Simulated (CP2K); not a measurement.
Runs of CP2K 2026.2 on ZrO2. Symmetry: Fm-3m, No. 225, cubic system. The conventional cell has a = 5.090 Å, b = 5.090 Å, c = 5.090 Å, α = 90.00°, β = 90.00°, γ = 90.00°. Zr (site symmetry m-3m) has 8 O at 2.20 Å as nearest neighbours. O (site symmetry -43m) has 4 Zr at 2.20 Å as nearest neighbours. Measurements of this composition are mostly on another form, of space group No. 14.

```csv
level,cutoff of the non-local correlation (Ry),gap on the mesh (eV),pressure (GPa)
LDA,-,3.37,-4.6
optB88-vdW,300,3.50,5.0
PBEsol,-,3.43,-0.7
revPBE,-,(a),8.6
BEEF-vdW,300,3.55,(b)
```

Alike in all rows: task atomic charges; potentials or basis POTENTIAL_UZH Zr GTH-PBE-q12, O GTH-PBE-q6; TZVP-MOLOPT-PBE-GTH basis; no spin polarisation; cell as given; k mesh 9 × 9 × 9; smearing fermi-dirac 0.05 eV.

Q: Fill in the values left out.

A: (a) 3.52; (b) 7.4.

Caveats: the potentials were made for another functional, which shifts forces and pressure; an odd mesh through Γ misses points on the zone boundary, where band edges often lie; the basis of atomic orbitals isn't converged, which shifts pressures, moduli and gaps.

A k mesh can miss the band edges, and the runs leave out spin-orbit coupling on Zr.

Runs at the PBE level aren't shown here.
